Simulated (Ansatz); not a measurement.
# HfO2 (Pnma) in Ansatz: band structure with revPBE

Aim: the band structure of HfO2 with revPBE.

All numbers are computed with Ansatz 0.2.0; they aren't measurements. Logs are shortened: lines on timing, memory, paths and dates and some standing lists are left out, and cuts for length are marked.

**1. The crystal as given**

Symmetry: Pnma, No. 62, orthorhombic system. Conventional cell: a = 5.556 Å, b = 3.334 Å, c = 6.505 Å, α = 90.00°, β = 90.00°, γ = 90.00°. Around Hf (site symmetry m) lie 7 O at 2.14 to 2.27 Å. Around O (site symmetry m) lie 4 Hf at 2.14 to 2.17 Å. O (site symmetry m) is surrounded by 3 Hf at 2.16 to 2.27 Å.

Measurements of this composition are mostly on another form, of space group No. 14.

**2. Band structure, revPBE**

The input, input.yaml:

```yaml
crystal:
  lattice:
    - [5.556395, 0.0, 0.0]
    - [0.0, 3.333597, 0.0]
    - [0.0, 0.0, 6.504995]
  atoms:
    - { symbol: Hf, position: [0.748682, 0.75, 0.607871] }
    - { symbol: Hf, position: [0.251318, 0.25, 0.392129] }
    - { symbol: Hf, position: [0.248682, 0.75, 0.892129] }
    - { symbol: Hf, position: [0.751318, 0.25, 0.107871] }
    - { symbol: O, position: [0.639499, 0.25, 0.4234] }
    - { symbol: O, position: [0.360501, 0.75, 0.5766] }
    - { symbol: O, position: [0.139499, 0.25, 0.0766] }
    - { symbol: O, position: [0.860501, 0.75, 0.9234] }
    - { symbol: O, position: [0.520794, 0.25, 0.841453] }
    - { symbol: O, position: [0.479206, 0.75, 0.158547] }
    - { symbol: O, position: [0.020794, 0.25, 0.658547] }
    - { symbol: O, position: [0.979206, 0.75, 0.341453] }
hamiltonian:
  xc: revpbe
  pseudopotentials: { kind: paw }
kpoints:
  mp_grid: { grid: [5, 8, 4] }
  band_path:
    path:
      - [[0.0, 0.0, 0.0], [0.0, -0.5, 0.0], [-0.5, -0.5, 0.0], [-0.5, 0.0, 0.0], [0.0, 0.0, 0.0], [0.0, 0.0, -0.5], [0.0, -0.5, -0.5], [-0.5, -0.5, -0.5], [-0.5, 0.0, -0.5], [0.0, 0.0, -0.5]]
      - [[-0.5, 0.0, 0.0], [-0.5, 0.0, -0.5]]
      - [[0.0, -0.5, -0.5], [0.0, -0.5, 0.0]]
      - [[-0.5, -0.5, 0.0], [-0.5, -0.5, -0.5]]
    npoints: 10
scf:
  occupations: { method: fermi_dirac, width: 0.05 }
  n_extra_bands: 30
output:
  forces: true
  stress: true
  eigenvalues: true
  fatbands: false
  write_density: true
  write_potential: true
  elf: true
  volumetric_format: npy
```

Potentials or basis: Ansatz PAW.

Command:

```
$ ansatz run input.yaml --threads 4 --pin off --max-ram 11264MiB --backend cpu --events-out ev --progress --plain --runs-dir out
```

What it wrote:

```text
Warning: RAYON_NUM_THREADS=4 ignored (pool sized by the plan → 4); use --threads N
scf.n_extra_bands = 30 over 76 filled bands (N_el = 152.0): the run solves 106 bands
Engine: ansatz 0.2.0, aarch64-unknown-linux-gnu
Pseudopotentials: kind: paw
Pseudopotential: Hf, paw, valence charge 26, recommended cutoff 420 eV (normal), Hf.paw.azcp
Pseudopotential: O, paw, valence charge 6, recommended cutoff 420 eV (normal), O.paw.azcp
Functional definition: revPBE
  parameter kappa = 1.245
  parameter beta = 0.06672455060314922
  exchange = pbe_x(kappa = kappa, mu = beta*pi^2/3)
  correlation = pbe_c(beta = beta)
Crystal: 12 atoms, lattice volume = 120.491 Å³
Basis set: ecut = 420 eV, 2361 PW (Γ), exchange–correlation on 80×48×90 points (8 copies of the dense FFT grid, shifted against one another)
Bands: 106, of which v1, the nominal top of the filled ones, is band 76 counted from 1 (75 counted from 0)
Symmetry: 8 space group operations
Space group: Pnma (ITA 62), of the structure as read, at distance tolerance 4.9e-5 Å
k-points: 45 of 160
Non-local potential: Hf, projectors of the file, l = 0: 3, l = 1: 2, l = 2: 2, l = 3: 3
Non-local potential: O, projectors of the file, l = 0: 2, l = 1: 2, l = 2: 1
PAW form: soft (Blöchl's): semilocal exchange-correlation on the pseudo side does not see the compensation charge
PAW frozen core: Hf, regenerated for the run's functional, and the local potential with it (the file was generated under x = pbe(κ = 0.804, μ = 0.2195149727645171), c = pbe(β = 0.06672455060314922))
PAW frozen core: O, regenerated for the run's functional, and the local potential with it (the file was generated under x = pbe(κ = 0.804, μ = 0.2195149727645171), c = pbe(β = 0.06672455060314922))
PAW one-centre angular grid: Hf, 590 points (default); XC on 64 Gauss nodes
PAW one-centre angular grid: O, 110 points (default); XC on 64 Gauss nodes
Initial density: superposition of atomic densities (neutral atoms: chi_scale 0, normalization atom), corrected by the library's trained network
Initial wavefunctions: pseudopotential atomic-orbital guess
Functional: x = revpbe(κ = 1.245, μ = 0.2195149727645171), c = pbe(β = 0.06672455060314922)
SCF iter   1: F=—  HF=-67489.842581 eV  |F-HF|=—  |Δ(HF+E_count)|=         —  Δρ=4.69e-3  dr2=2.27e-2  ethr=1.77e-3  ⟨swp⟩=5.1  Hψ=15744  notcnv=0  defer=359
preconditioner: auto → Resta (q_TF=auto, 2.836 Å⁻¹)  ε∞=4.6  [insulator: Δε(μ)=3.489 eV  Ē_g=21.289 eV  σ=0.050 eV  W_gap=1.00  n_scr=42 (ndim 8)  ℏωp=40.6 eV  f_vac=0.000  D(μ)=0.00/eV (n_scr^D=0)  ε∞_Penn≈4.6]
SCF iter   2: F=—  HF=-67489.842845 eV  |F-HF|=—  |Δ(HF+E_count)|=   2.64e-4  Δρ=2.58e-3  dr2=7.32e-3  ethr=1.49e-5  ⟨swp⟩=2.0  Hψ=6294  notcnv=0  defer=708
SCF iter   3: F=—  HF=-67489.843238 eV  |F-HF|=—  |Δ(HF+E_count)|=   3.93e-4  Δρ=4.98e-4  dr2=2.84e-4  ethr=4.81e-6  ⟨swp⟩=2.1  Hψ=6465  notcnv=0  defer=708
SCF iter   4: F=—  HF=-67489.842971 eV  |F-HF|=—  |Δ(HF+E_count)|=   2.67e-4  Δρ=2.67e-4  dr2=8.63e-5  ethr=1.87e-7  ⟨swp⟩=2.1  Hψ=7121  notcnv=0  defer=708
SCF iter   5: F=—  HF=-67489.842806 eV  |F-HF|=—  |Δ(HF+E_count)|=   1.65e-4  Δρ=7.93e-5  dr2=6.54e-6  ethr=5.68e-8  ⟨swp⟩=2.0  Hψ=6076  notcnv=0  defer=708
SCF iter   6: F=—  HF=-67489.842806 eV  |F-HF|=—  |Δ(HF+E_count)|=   2.63e-7  Δρ=1.69e-5  dr2=2.73e-7  ethr=4.31e-9  ⟨swp⟩=2.0  Hψ=6860  notcnv=0  defer=708
SCF iter   7: F=-67489.842806 eV  HF=-67489.842806 eV  |F-HF|=1.63e-8  |Δ(HF+E_count)|=   2.28e-7  Δρ=5.99e-6  dr2=2.82e-8  ethr=6.58e-11  ⟨swp⟩=14.7  Hψ=36981  notcnv=0
SCF 1 converged in 7 iterations: F = -67489.842806 eV  dr2 = 2.82e-8
NSCF: frozen V_eff on 124 k-points
SCF converged after 7 iterations
Free energy (F): -67489.842806 eV
Harris-Foulkes:  -67489.842806 eV  (|F-HF|=1.63e-8)
Internal energy: -67489.842806 eV  (E = F + TS)
E sigma→0 (E₀):  -67489.842806 eV
Fermi energy:    19.311388 eV
--- Per-component energies (eV) ---
  E_band       = 475.191165
  E_kinetic    = 3094.579353
  E_local      = -21248.990088  (includes V_loc(G=0)·N_el)
  E_nonlocal   = -4598.915432
  E_hartree    = 9813.008996
  E_xc         = -1796.532427
  E_vxc        = -1823.369479  (∫ρ·V_xc dr)
  E_paw        = -29013.568070  (= ΣΔE_a)
  E_vpaw       = 5425.854279  (= ΣTr[D̂ρ^β])
  E_aug_tail   = 0.019743  (compensation charges beyond the density's cutoff)
  E_ewald      = -23738.792418
  E_core_change = -0.652462  (= ΣΔE_core)
  E_smearing   = -0.000000  (= −TS)
  E_closure    = 0.000000  (closes the sum)
  Σ components = -67489.842806   (vs F -67489.842806, Δ=0.00e0)
--- Forces (eV/Å), atoms counted from 1 ---
  atom   1  Hf     0.01651972     0.00000000     0.06835397
  atom   2  Hf    -0.01651972     0.00000000    -0.06835397
  atom   3  Hf     0.01651972     0.00000000    -0.06835397
  atom   4  Hf    -0.01651972     0.00000000     0.06835397
  atom   5  O      0.01177706     0.00000000    -0.01507699
  atom   6  O     -0.01177706    -0.00000000     0.01507699
  atom   7  O      0.01177706     0.00000000     0.01507699
  atom   8  O     -0.01177706     0.00000000    -0.01507699
  atom   9  O      0.01828862     0.00000000    -0.09020656
  atom  10  O     -0.01828862     0.00000000     0.09020656
  atom  11  O      0.01828862     0.00000000     0.09020656
  atom  12  O     -0.01828862     0.00000000    -0.09020656
  max |Σ_I F_I| component: 1.04e-17 eV/Å
--- Stress (GPa, compression-positive) ---
        7.254302       0.000000       0.000000
        0.000000       7.365816       0.000000
        0.000000       0.000000       7.435603
  P = ⅓ Tr σ = 7.3519 GPa (73.519 kbar)
--- Band table (eV; the first three rows and the last of 45) ---
  k-point 0: bands = ["-43.2407", "-43.2223", "-43.2219", "-43.2178", "-12.3114", "-12.1662", "-12.1069", "-12.0003", "-11.9240", "-11.8693", "-11.8491", "-11.7781", "-11.7713", "-11.7572", "-11.7480", "-11.7284", "-1.3307", "0.2953", "0.3040", "0.8224", "1.1388", "1.1568", "1.2173", "1.4031", "6.8637", "6.8810", "6.8851", "6.8889", "6.8925", "6.8927", "6.8955", "6.8988", "6.9003", "6.9008", "6.9018", "6.9081", "6.9098", "6.9100", "6.9142", "6.9179", "6.9180", "6.9213", "6.9304", "6.9332", "6.9363", "6.9408", "6.9426", "6.9439", "6.9491", "6.9598", "6.9731", "6.9746", "12.3584", "12.4395", "12.8951", "13.0320", "13.1600", "13.5932", "13.5972", "13.6529", "13.9684", "14.1634", "14.2034", "14.3972", "14.9389", "15.1127", "15.1161", "15.5992", "15.7069", "15.9873", "16.2873", "16.7005", "16.7305", "17.1949", "17.4782", "17.5257", "21.0276", "21.9399", "22.0302", "22.5726", "23.2155", "23.3802", "23.4658", "24.1324", "24.2481", "24.3081", "24.4515", "24.6301", "24.6822", "25.1311", "25.2016", "25.3985", "25.6781", "25.8290", "26.8846", "27.0383", "27.1807", "28.2598", "29.8383", "30.4785", "31.4272", "32.5786", "33.3329", "34.0415", "34.3215", "34.6194"]
  k-point 1: bands = ["-43.2388", "-43.2276", "-43.2188", "-43.2176", "-12.2788", "-12.1232", "-12.0841", "-12.0636", "-11.9163", "-11.8534", "-11.8402", "-11.8253", "-11.7914", "-11.7544", "-11.7465", "-11.7422", "-1.1421", "-0.0501", "0.3947", "0.7859", "1.1960", "1.2155", "1.2236", "1.3844", "6.8653", "6.8794", "6.8874", "6.8893", "6.8936", "6.8956", "6.8978", "6.9003", "6.9044", "6.9048", "6.9050", "6.9083", "6.9084", "6.9094", "6.9139", "6.9154", "6.9228", "6.9241", "6.9242", "6.9276", "6.9362", "6.9366", "6.9407", "6.9411", "6.9449", "6.9544", "6.9794", "6.9849", "12.2009", "12.3112", "12.7495", "12.8269", "13.2939", "13.4248", "13.7949", "13.9429", "14.0365", "14.1627", "14.5436", "14.6944", "14.7504", "15.0737", "15.2130", "15.4095", "15.6816", "16.1065", "16.4026", "16.5555", "16.9256", "17.0946", "17.1886", "17.3514", "21.3430", "22.0113", "22.0919", "22.6792", "23.0276", "23.1523", "23.2632", "23.5283", "24.4161", "24.4500", "24.5655", "24.8776", "24.8935", "24.9774", "25.3516", "25.6131", "25.9271", "25.9778", "26.5466", "26.8346", "26.9979", "27.7830", "29.9888", "30.0902", "31.9733", "33.2776", "33.5271", "33.6640", "34.1718", "34.6254"]
  k-point 2: bands = ["-43.2338", "-43.2338", "-43.2176", "-43.2176", "-12.1939", "-12.1939", "-12.0201", "-12.0201", "-11.9496", "-11.9496", "-11.8174", "-11.8174", "-11.7842", "-11.7842", "-11.7489", "-11.7489", "-0.6494", "-0.6494", "0.6017", "0.6017", "1.2273", "1.2273", "1.3249", "1.3249", "6.8710", "6.8710", "6.8906", "6.8906", "6.8985", "6.8985", "6.9032", "6.9032", "6.9040", "6.9040", "6.9074", "6.9074", "6.9076", "6.9076", "6.9170", "6.9170", "6.9199", "6.9199", "6.9276", "6.9276", "6.9369", "6.9369", "6.9403", "6.9403", "6.9409", "6.9409", "6.9881", "6.9881", "12.1293", "12.1293", "12.6499", "12.6499", "13.6461", "13.6461", "13.7178", "13.7178", "14.1694", "14.1694", "14.6552", "14.6552", "14.9408", "14.9408", "15.6123", "15.6123", "15.9453", "15.9453", "16.2482", "16.2482", "16.9748", "16.9748", "17.1348", "17.1348", "21.8706", "21.8706", "22.6121", "22.6121", "22.8665", "22.8665", "22.9668", "22.9668", "24.4755", "24.4755", "24.6120", "24.6120", "25.4244", "25.4244", "25.7340", "25.7340", "26.1968", "26.1968", "26.4822", "26.4822", "26.7034", "26.7034", "29.9954", "29.9954", "33.1668", "33.1668", "33.4606", "33.4606", "34.5071", "34.5071"]
  k-point 44: bands = ["-43.2158", "-43.2158", "-43.2124", "-43.2124", "-12.2854", "-12.2854", "-12.2426", "-12.2426", "-11.9284", "-11.9284", "-11.9252", "-11.9252", "-11.8382", "-11.8382", "-11.8091", "-11.8091", "0.3701", "0.3701", "0.4488", "0.4488", "1.0553", "1.0553", "1.0590", "1.0590", "6.8816", "6.8816", "6.8823", "6.8823", "6.9027", "6.9027", "6.9040", "6.9040", "6.9069", "6.9069", "6.9123", "6.9123", "6.9166", "6.9166", "6.9200", "6.9200", "6.9252", "6.9252", "6.9278", "6.9278", "6.9373", "6.9373", "6.9444", "6.9444", "6.9510", "6.9510", "6.9528", "6.9528", "12.0889", "12.0889", "12.2633", "12.2633", "13.0366", "13.0366", "13.1179", "13.1179", "14.1413", "14.1413", "14.6394", "14.6394", "15.8910", "15.8910", "15.9337", "15.9337", "16.2339", "16.2339", "16.3275", "16.3275", "16.7596", "16.7596", "16.8284", "16.8284", "23.1472", "23.1472", "23.6159", "23.6159", "23.7843", "23.7843", "23.9598", "23.9598", "24.8022", "24.8022", "25.1399", "25.1399", "25.4648", "25.4648", "25.4669", "25.4669", "26.1046", "26.1046", "26.1177", "26.1177", "30.5210", "30.5210", "30.6967", "30.6967", "31.4947", "31.4947", "32.3931", "32.3931", "34.7385", "34.7385"]
```

Wall time 22 s (4 threads of Arm Neoverse V2, shared host); peak memory 1.2 GiB.

Results:

```yaml
Free_energy: -67489.8428 eV
Pressure: 7.4 GPa
Largest_force: 0.092 eV/Å
Band_gap_on_the_k_mesh: 3.50 eV, direct
Band_gap_along_the_path: 3.50 eV, direct
```

Forces in eV/Å, atoms in the order of the input:
```
Hf   0.017  0.000  0.068
Hf  -0.017  0.000 -0.068
Hf   0.017  0.000 -0.068
Hf  -0.017  0.000  0.068
O    0.012  0.000 -0.015
O   -0.012  0.000  0.015
O    0.012  0.000  0.015
O   -0.012  0.000 -0.015
O    0.018  0.000 -0.090
O   -0.018  0.000  0.090
O    0.018  0.000  0.090
O   -0.018  0.000 -0.090
```

Levels at the corners of the path, in eV from the valence-band top:
```
point  band 73  band 74  band 75  band 76  band 77  band 78  band 79  band 80
    Γ    -0.80    -0.33    -0.05     0.00     3.50     4.41     4.50     5.05
    X    -0.77    -0.77    -0.68    -0.68     5.20     5.20     6.02     6.02
    S    -0.71    -0.71    -0.71    -0.71     5.72     5.72     5.72     5.72
    Y    -0.79    -0.79    -0.33    -0.33     4.33     4.33     5.55     5.55
    Γ    -0.80    -0.33    -0.05     0.00     3.50     4.41     4.50     5.05
    Z    -0.55    -0.55    -0.39    -0.39     4.34     4.34     5.09     5.09
    U    -0.88    -0.88    -0.77    -0.77     5.15     5.15     6.23     6.23
    R    -0.71    -0.71    -0.71    -0.71     5.87     5.87     5.87     5.87
    T    -0.84    -0.84    -0.40    -0.40     5.14     5.14     5.17     5.17
    Z    -0.55    -0.55    -0.39    -0.39     4.34     4.34     5.09     5.09
    Y    -0.79    -0.79    -0.33    -0.33     4.33     4.33     5.55     5.55
    T    -0.84    -0.84    -0.40    -0.40     5.14     5.14     5.17     5.17
    U    -0.88    -0.88    -0.77    -0.77     5.15     5.15     6.23     6.23
    X    -0.77    -0.77    -0.68    -0.68     5.20     5.20     6.02     6.02
    S    -0.71    -0.71    -0.71    -0.71     5.72     5.72     5.72     5.72
    R    -0.71    -0.71    -0.71    -0.71     5.87     5.87     5.87     5.87
```

Caveat: the pressure holds a Pulay correction of +0.9 GPa for the finite cutoff; spin-orbit coupling is left out, which moves the levels of the heavy elements; the PAW data sets come from PBE, with cores solved anew for the run's functional, which leaves a small shift of forces and pressure.
